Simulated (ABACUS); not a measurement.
Wanted: the native input for an ABACUS 3.10.1 run.

```
Task                                          : single point
Functional                                    : PBEsol
Potentials or basis                           : PseudoDojo NC SR 0.4.1 PBEsol standard
Cutoff                                        : 1007 eV
Density cutoff                                : 4027 eV
Basis                                         : plane waves
k mesh                                        : 10 × 10 × 2
Occupations                                   : fermi-dirac, width 0.05 eV
Spin                                          : no spin polarisation
Radial cutoff of the potentials (pseudo_rcut) : 7 bohr
SCF threshold on the density                  : 1e-08
Max SCF steps                                 : 100
Eigensolver                                   : dav
Mixing                                        : broyden
Mixing share                                  : 0.7
Symmetry key                                  : 1
Bands                                         : 17
```

WS2, a slab with vacuum:

```
CELL_PARAMETERS angstrom
3.18352 0.00000 0.00000
-1.59176 2.75701 0.00000
0.00000 0.00000 16.95058
ATOMIC_POSITIONS crystal
W 0.99775 0.00096 0.99765
S 0.33985 0.65947 0.09287
S 0.33153 0.65848 0.90878
```

The cell isn't the ideal one: atoms moved at random, drawn with an rms of 0.05 Å.

These files were run (other wordings do the same):

INPUT

```
INPUT_PARAMETERS
suffix              WS2
calculation         scf
basis_type          pw
pseudo_dir          ./
symmetry            1
dft_functional      pbesol
ecutwfc             74
pseudo_rcut         7
nspin               1
nbands              17
ks_solver           dav
smearing_method     fd
smearing_sigma      0.00367493
scf_thr             1e-08
scf_nmax            100
mixing_type         broyden
mixing_beta         0.7
cal_force           1
cal_stress          1
out_chg             1
out_pot             2
out_elf             1
```

STRU

```
ATOMIC_SPECIES
W 183.8400 W.upf
S 32.0600 S.upf

LATTICE_CONSTANT
1.8897261246

LATTICE_VECTORS
3.1835163552 0.0000000000 0.0000000000
-1.5917581776 2.7570060369 0.0000000000
0.0000000000 0.0000000000 16.9505778900

ATOMIC_POSITIONS
Direct

W
0.0
1
-0.0022520000 0.0009590000 -0.0023540000 1 1 1

S
0.0
2
0.3398470000 0.6594670000 0.0928740000 1 1 1
0.3315340000 0.6584820000 0.9087850000 1 1 1
```

KPT

```
K_POINTS
0
Gamma
10 10 2 0 0 0
```

Potentials or basis: PseudoDojo NC SR 0.4.1 PBEsol standard, plane waves.

Command:

```sh
$ OMP_NUM_THREADS=1 mpirun -np 4 abacus > log
```

Results of the run:

```json
{"Largest force": "1.878 eV/Å", "Band gap on the k mesh": "1.91 eV, indirect (least direct gap 2.12 eV)"}
```

Caveat: spin-orbit coupling is left out, which moves the levels of the heavy elements.

Run time: 3.8 min on 4 MPI ranks on Intel(R) Xeon(R) Platinum 8259CL CPU @ 2.50GHz (Skylake/Cascade Lake) (shared host), peak memory 0.76 GiB a rank.
